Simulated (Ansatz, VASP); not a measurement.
Ni2H in VASP and in Ansatz

```
CELL_PARAMETERS angstrom
2.48535 0.00000 0.00000
-1.24267 2.15237 0.00000
0.00000 0.00000 4.12197
ATOMIC_POSITIONS crystal
Ni 0.33333 0.66667 0.25983
Ni 0.66667 0.33333 0.74017
H 0.00000 0.00000 0.00000
```

Alike in both runs: functional LDA; k mesh 12 × 12 × 6; occupations gaussian, width 0.1 eV; collinear spin.

Ansatz relaxed the structure, and its values are those at the end. VASP's run is a single point on that final structure, the one shown.

|  | VASP | Ansatz |
| --- | --- | --- |
| version | VASP 6.6.1 | Ansatz 0.2.0 |
| potentials or method | VASP PAW LDA potentials, release 64 (Ni, H) | scalar-relativistic, plane waves, PAW |
| plane-wave cutoff (eV) | 520 | 420 |
| valence electrons in the cell | 21 | 37 |

|  | VASP | Ansatz | Ansatz less VASP |
| --- | --- | --- | --- |
| gap on the k mesh at the Fermi level (eV) | none | none | - |
| pressure (GPa) | 0.1 | -0.1 | -0.13 |
| rms of the force components (eV/Å) | 0.007 | 0.000 | -0.0074 |
| net moment per atom (μB) | 0.00 | 0.00 | 0.000 |

A gap of «none» marks a metal or a gap that the smearing closes. The two sets of potentials don't hold the same shells in valence. Ansatz warned: «seeded_moment_not_kept».
